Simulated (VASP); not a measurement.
Si, 2 atoms in the cell. It takes space group Fd-3m (No. 227, cubic). The conventional cell has a = 5.427 Å, b = 5.427 Å, c = 5.427 Å, α = 90.00°, β = 90.00°, γ = 90.00°. Around Si (site symmetry -43m) lie 4 Si at 2.35 Å. 

| Quantity | Value |
| --- | --- |
| Program | VASP 6.6.1 |
| Task | relaxation of cell and atoms |
| Functional | PBE |
| Potentials or basis | VASP PAW PBE potentials, release 64 (Si) |
| Cutoff | 600 eV |
| k mesh | 10 × 10 × 10 |
| Occupations | gaussian, width 0.03 eV |
| Spin | no spin polarisation |
| Target pressure | 7.75 GPa |
| Further INCAR settings | ALGO = Normal; EDIFF = 1e-06; IBRION = 2; EDIFFG = -0.01; NSW = 90; ISIF = 3 |
| Target pressure | 7.75 GPa |

Potentials or basis: VASP PAW PBE potentials, release 64 (Si).

Launch:

```console
$ cat potpaw_PBE.64/Si/POTCAR > POTCAR
$ mpirun -np 1 vasp_std > vasp.out
```

Hardware: 1 thread of Intel(R) Xeon(R) Platinum 8488C (Sapphire Rapids) (shared host).

Q: Estimate the wall time of this run.

A: Wall time 20 s on 1 thread of Intel(R) Xeon(R) Platinum 8488C (Sapphire Rapids), on a shared host, peak memory 0.17 GiB. Counts: scf iterations 24, k points 47, ion steps 3.
